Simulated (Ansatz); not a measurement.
Relaxed AlSb (zinc blende):

```xyz
4
Lattice="0.0000 6.2255 6.2255 3.1128 0.0000 3.1128 3.1128 3.1128 0.0000" Properties=species:S:1:pos:R:3 pbc="T T T"
Sb     4.6691     4.6691     4.6691
Sb     4.6691     7.7819     7.7819
Al     0.0000     0.0000     0.0000
Al     3.1128     6.2255     3.1128
```

In this cell atom 1 (Sb, nearest neighbour Al at 2.696 Å; its periodic images, 4.4 Å or more away, move with it) is moved by s towards the nearest neighbour, unit vector (-0.577, -0.577, 0.577); all other atoms and the cell stay fixed.

Calculation: PBE (plane waves to 420 eV, PAW, scalar-relativistic; Ansatz, a first-principles code). k mesh 5×10×10 (Γ-centred), Fermi-Dirac smearing 0.05 eV. Energies are smeared free energies. AlSb was relaxed with its symmetry unable to fall. Spin-orbit coupling is left out, though Sb is heavy. ΔE is measured from the undisplaced structure.

```csv
s (Å),ΔE (meV/cell)
-0.540,636
-0.432,462
-0.324,292
-0.216,145
-0.108,40
0.000,0
0.108,49
0.216,216
0.324,withheld
0.432,1056
0.540,1836
```

**Question.** Fit a polynomial form (powers 2, 3, 4) to the given rows and predict ΔE at s = 0.324.

**Answer.** Least squares on the 10 given rows: ΔE = (3802)·s² + (3781)·s³ + (1489)·s⁴, in meV/cell with s in Å; root-mean-square residual 4.7 meV/cell. At 0.324 the fit gives 544 meV/cell; the calculation gives 537 meV/cell, so the interpolation is off by 7 (+1.3 %). The quadratic term alone would give 399 meV/cell.

(A displaced cell: forces are minus the slopes of the energy, force constants its curvatures, and phonons follow from these.)
